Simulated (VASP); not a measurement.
ZnS (strained zincblende), r²SCAN single-point calculation: VASP's output and Ansatz's

POSCAR

```
Zn S
 1.0000000000000000
     0.0592605148000000    2.6994646297000000    2.6994646297000000
     2.6994646297000000    0.0592605148000000    2.6994646297000000
     2.6994646297000000    2.6994646297000000    0.0592605148000000
 Zn  S
   1   1
Cartesian
  0.0111027799078789  0.0111027799078789  0.0111027799078789
  1.3534446636421211  1.3534446636421211  1.3534446636421211
```

VASP ran with the recommended PBE PAW datasets (18 valence electrons in the cell).

From OUTCAR

```
k-points           NKPTS =     65   k-points in BZ     NKDIM =     65   number of bands    NBANDS=     16

   NELECT =      18.0000    total number of electrons

   dimension x,y,z NGX =    28 NGY =   28 NGZ =   28
   dimension x,y,z NGXF=    56 NGYF=   56 NGZF=   56

  energy-cutoff  :      520.00
  volume of cell :       38.05
      direct lattice vectors                 reciprocal lattice vectors
     0.059260515  2.699464630  2.699464630    -0.191435421  0.187323173  0.187323173
     2.699464630  0.059260515  2.699464630     0.187323173 -0.191435421  0.187323173
     2.699464630  2.699464630  0.059260515     0.187323173  0.187323173 -0.191435421

 k-points in reciprocal lattice and weights: KPOINTS created by Atomic Simulation Env
   0.00000000  0.00000000  0.00000000       0.002
   0.12500000 -0.00000000 -0.00000000       0.012
   0.25000000 -0.00000000 -0.00000000       0.012
   0.37500000  0.00000000  0.00000000       0.012
   0.50000000 -0.00000000 -0.00000000       0.006
   0.12500000  0.12500000 -0.00000000       0.012
   0.25000000  0.12500000 -0.00000000       0.023
   0.37500000  0.12500000  0.00000000       0.023
   ...

 E-fermi :   2.3771

 k-point     1 :       0.0000    0.0000    0.0000
  band No.  band energies     occupation
      1     -11.7611      2.00000
      2      -4.4896      2.00000
      3      -4.4615      2.00000
      4      -4.4615      2.00000
      5      -3.8788      2.00000
      6      -3.8788      2.00000
      7       2.0418      2.00000
      8       2.2475      2.00000
      9       2.2475      2.00000
     10       4.9961      0.00000
     11       8.7870      0.00000
     12       9.2145      0.00000
     13       9.2145      0.00000
     14      14.5296      0.00000
     15      14.5296      0.00000
     16      14.9528      0.00000

 k-point     2 :       0.1250   -0.0000   -0.0000
  band No.  band energies     occupation
      1     -11.6312      2.00000
      2      -4.4741      2.00000
      3      -4.4515      2.00000
      4      -4.4388      2.00000
      5      -3.8818      2.00000
      6      -3.8797      2.00000
      7       1.1141      2.00000
      8       1.9061      2.00000
      9       2.0837      2.00000
     10       5.7535      0.00000
     11       9.0416      0.00000
     12       9.1621      0.00000
     13       9.4745      0.00000
     14      13.8161      0.00000
     15      13.9418      0.00000
     16      15.7297      0.00000

 k-point     3 :       0.2500   -0.0000   -0.0000
  band No.  band energies     occupation
      1     -11.2908      2.00000
      2      -4.4289      2.00000
      3      -4.3928      2.00000
      4      -4.3894      2.00000
      5      -3.8810      2.00000
      6      -3.8735      2.00000
      7      -0.7099      2.00000
      8       1.5504      2.00000
      9       1.7275      2.00000
     10       6.2198      0.00000
     11       9.4932      0.00000
     12       9.7828      0.00000
     13       9.8758      0.00000
     14      13.5151      0.00000
     15      13.8649      0.00000
     16      15.0376      0.00000

 k-point     4 :       0.3750    0.0000    0.0000
  band No.  band energies     occupation
      1     -10.9022      2.00000
      2      -4.3580      2.00000
      3      -4.3509      2.00000
      4      -4.1861      2.00000
      5      -3.8638      2.00000
      6      -3.8516      2.00000
      7      -2.3617      2.00000
      8       1.2366      2.00000
      9       1.4102      2.00000
     10       6.0699      0.00000
     11       9.5313      0.00000
     12       9.6576      0.00000
     13      11.1813      0.00000
     14      14.5791      0.00000
     15      14.8469      0.00000
     16      15.2113      0.00000

 k-point     5 :       0.5000   -0.0000   -0.0000
  band No.  band energies     occupation
      1     -10.7227      2.00000
      2      -4.3409      2.00000
      3      -4.3389      2.00000
      4      -3.8609      2.00000
      5      -3.8370      2.00000
      6      -3.6573      2.00000
      7      -3.4304      2.00000
      8       1.1147      2.00000
      9       1.2869      2.00000
     10       5.9701      0.00000
     11       9.4350      0.00000
     12       9.5355      0.00000
     13      11.7324      0.00000
     14      15.2377      0.00000
     15      15.9853      0.00000
     16      16.6686      0.00000

 k-point     6 :       0.1250    0.1250   -0.0000
  band No.  band energies     occupation
      1     -11.5913      2.00000
      2      -4.4964      2.00000
      3      -4.4321      2.00000
      4      -4.4189      2.00000
      5      -3.8974      2.00000
      6      -3.8662      2.00000
      7       1.1312      2.00000
      8       1.6697      2.00000
      9       1.8178      2.00000
     10       6.1417      0.00000
     11       8.3166      0.00000
     12       9.6481      0.00000
     13       9.8754      0.00000
     14      12.7618      0.00000
     15      14.7417      0.00000
     16      16.3194      0.00000

 ...

  Total        0.5498024      0.5498024      0.5498024     -0.2777046     -0.2777046     -0.2777046
  in kB       23.1522716     23.1522716     23.1522716    -11.6941847    -11.6941847    -11.6941847
  external PRESSURE =      23.1522716 kB  Pullay stress =       0.0000000 kB

 POSITION                                       TOTAL-FORCE (eV/Angst)
 -----------------------------------------------------------------------------------
      0.01110      0.01110      0.01110         0.002826      0.002826      0.002826
      1.35344      1.35344      1.35344        -0.002826     -0.002826     -0.002826
 -----------------------------------------------------------------------------------
    total drift:                                0.000481      0.000481      0.000483

  FREE ENERGIE OF THE ION-ELECTRON SYSTEM (eV)
  ---------------------------------------------------
  free  energy   TOTEN  =       -18.8496541444 eV

  energy  without entropy=      -18.8496541444  energy(sigma->0) =      -18.84965414
```

The two codes use different PAW datasets and cutoffs. VASP's cell holds 18 valence electrons and Ansatz's 18. Ansatz's stress includes a Pulay correction; VASP's doesn't.

**Question.** What does Ansatz give for the same cell and level of theory?

**Answer.** gap between bands v and c 2.74 eV; least direct gap 2.74 eV; pressure 2.3 GPa.

Ansatz printed

```
SCF 1 converged in 6 iterations: F = -4233.433600 eV  dr2 = 1.90e-8
  greatest PAW one-centre occupation: 0.983 electrons in one spin orbital (limit 2), on the Zn atom at site 0 (counted from 0), in its partial waves of l = 2
NSCF: frozen V_eff on 6 k-points
SCF converged after 6 iterations
Free energy (F): -4233.433600 eV
Harris-Foulkes:  -4233.433600 eV  (|F-HF|=4.54e-9)
Internal energy: -4233.433600 eV  (E = F + TS)
E sigma→0 (E₀):  -4233.433600 eV
Fermi energy:    6.060973 eV
--- Per-component energies (eV) ---
  E_band       = 3.858433
  E_kinetic    = 238.328568
  E_local      = -2022.551786  (includes V_loc(G=0)·N_el)
  E_nonlocal   = 646.352073
  E_hartree    = 849.282671
  E_xc         = -216.243913
  E_vxc        = -148.863498  (∫ρ·V_xc dr)
  E_paw        = -2459.541173  (= ΣΔE_a)
  E_vpaw       = -415.333202  (= ΣTr[D̂ρ^β])
  E_aug_tail   = -0.000047  (compensation charges beyond the density's cutoff)
  E_vtau       = 7.360968  (kinetic-family band-sum trace: ∫τ·v_τ [+ j·A + Jᵃ·Aᵃ] dr)
  E_ewald      = -1268.767608
  E_core_change = -0.292385  (= ΣΔE_core)
  E_smearing   = -0.000000  (= −TS)
  E_closure    = 0.000000  (closes the sum)
  Σ components = -4233.433600   (vs F -4233.433600, Δ=0.00e0)
--- Forces (eV/Å), atoms counted from 1 ---
  atom   1  Zn     0.00228565     0.00228565     0.00228565
  atom   2  S     -0.00228647    -0.00228647    -0.00228647
  max |Σ_I F_I| component: 8.25e-7 eV/Å
--- Stress (GPa, compression-positive) ---
        2.317095      -1.158341      -1.158341
       -1.158341       2.317095      -1.158341
       -1.158341      -1.158341       2.317095
  P = ⅓ Tr σ = 2.3171 GPa (23.171 kbar)
--- Band table (eV; the first three rows and the last of 65) ---
  k-point 0: bands = ["-7.9497", "-0.6729", "-0.6447", "-0.6447", "-0.0706", "-0.0706", "5.8564", "6.0610", "6.0610", "8.7972", "12.5682", "12.9933", "12.9933"]
  k-point 1: bands = ["-7.8195", "-0.6575", "-0.6349", "-0.6221", "-0.0735", "-0.0715", "4.9277", "5.7202", "5.8971", "9.5549", "12.8230", "12.9417", "13.2521"]
  k-point 2: bands = ["-7.4783", "-0.6126", "-0.5767", "-0.5732", "-0.0724", "-0.0650", "3.1035", "5.3640", "5.5405", "10.0221", "13.2729", "13.5605", "13.6566"]
  k-point 64: bands = ["-6.9960", "-0.5134", "-0.5134", "-0.0422", "-0.0422", "0.0809", "0.2946", "5.1712", "5.1712", "10.1575", "13.5395", "13.5395", "15.4694"]
```
